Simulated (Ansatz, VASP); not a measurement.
BAs in VASP and in Ansatz

Contents of INCAR:

```
PREC = Accurate ; ENCUT = 600
EDIFF = 1E-7 ; ISMEAR = 0
SIGMA = 0.02 ; LREAL = F
LASPH = T ; NELM = 60
ALGO = Normal ; ISIF = 3
LWAVE = F ; LCHARG = F
GGA = PS ; IBRION = 2
NSW = 100 ; EDIFFG = -0.005
```

The input KPOINTS:

```
Automatic mesh
0
Gamma
  10 10 10
```

Contents of POSCAR:

```
BAs
1.0
    0.0000000000      2.3885000000      2.3885000000
    2.3885000000      0.0000000000      2.3885000000
    2.3885000000      2.3885000000      0.0000000000
B As
1 1
Direct
    0.0000000000      0.0000000000      0.0000000000
    0.2500000000      0.2500000000      0.2500000000
```

Input for Ansatz:

```yaml
crystal:
  lattice:
    - [0.0, 2.3885, 2.3885]
    - [2.3885, 0.0, 2.3885]
    - [2.3885, 2.3885, 0.0]
  atoms:
    - { symbol: B, position: [0.0, 0.0, 0.0] }
    - { symbol: As, position: [0.75, 0.75, 0.75] }
basis:
  ecutwfc: 420
kpoints:
  mp_grid: { grid: [10, 10, 10] }
hamiltonian:
  xc: pbesol
scf:
  occupations: { method: gaussian, width: 0.02 }
output:
  forces: true
  stress: true
  eigenvalues: true
relax:
  adjacent_minimum: "off"
  f_tol: 0.005
  max_steps: 80
  cell: { stress_tol: 0.05 }
```

Alike in both runs: task relaxation of cell and atoms; functional PBEsol; k mesh 10 × 10 × 10; occupations gaussian, width 0.02 eV; no spin polarisation.

|  | VASP | Ansatz |
| --- | --- | --- |
| version | VASP 6.6.1 | Ansatz 0.2.0 |
| potentials or method | VASP PAW PBE potentials, release 64 (B, As) | scalar-relativistic, plane waves, PAW |
| plane-wave cutoff (eV) | 600 | 420 |
| valence electrons in the cell | 8 | 18 |

|  | VASP | Ansatz | Ansatz less VASP |
| --- | --- | --- | --- |
| gap on the k mesh at the Fermi level, each at its own relaxed structure (eV) | 1.08 | 1.08 | +0.003 |
| relaxed volume (Å³/atom) | 13.63 | 13.55 | -0.078 |
| relaxed cell length with the largest relative difference (Å) | 3.378 | 3.371 | -0.0065 |

The two sets of potentials don't hold the same shells in valence.

Caveats: the relaxation stopped at its first step, so nothing moved; the PAW data sets were made with another functional, which shifts forces and pressure a little (VASP). A k mesh can miss the band edges.
